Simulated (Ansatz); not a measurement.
# Zone-centre phonons of Sn at 3 GPa: input and output

These are results of DFT PBE, scalar-relativistic, plane waves, PAW in Ansatz 0.2.0, not measurements.

Launched with:
```bash
ansatz run input.yaml --threads 1 --pin off --max-ram 3072MiB --backend cpu --events-out ev --progress --plain --runs-dir out
```

Input (bare energies are in eV):
```yaml
crystal:
  lattice:
    - [0.0, 3.2516290463, 3.2516290463]
    - [3.2516290463, 0.0, 3.2516290463]
    - [3.2516290463, 3.2516290463, 0.0]
  atoms:
    - { symbol: Sn, position: [0.5, 0.5, 0.5] }
    - { symbol: Sn, position: [0.75, 0.75, 0.75] }
basis:
  ecutwfc: 420
kpoints:
  mp_grid: { grid: [12, 12, 12] }
hamiltonian:
  xc: pbe
scf:
  occupations: { method: fermi_dirac, width: 0.15 }
output:
  eigenvalues: true
phonons:
  method: dfpt
  eigenvectors: true
```

The end of the output:
```
--- Phonons (Γ-DFPT): 1 representative perturbation + reference, on 163 of 1728 k-points (Σ response iterations 3) ---
  k mesh reduced under 8 symmetry operations, with k and −k counted as one. Each operation leaves every solved displacement unchanged or reverses it
  ASR residual: 5.497e-5 → 0.000e0 eV/Å²; symmetrization residual: 2.930e-12 eV/Å²
  ASR residual per site (eV/Å²): 5.50e-5 5.50e-5
  Γ frequencies (cm⁻¹): 0.00 0.00 0.00 190.11 190.11 190.11
  non-analytic LO–TO correction: not included (Born effective charges unavailable; polar crystals: no LO–TO splitting at Γ)
```

The run took 29 s on 1 thread of Intel(R) Xeon(R) Platinum 8488C (Sapphire Rapids) (shared host), peak memory 0.94 GiB.

In a metal, frequencies and elastic constants depend on the k mesh and the smearing, soft modes and shear constants most.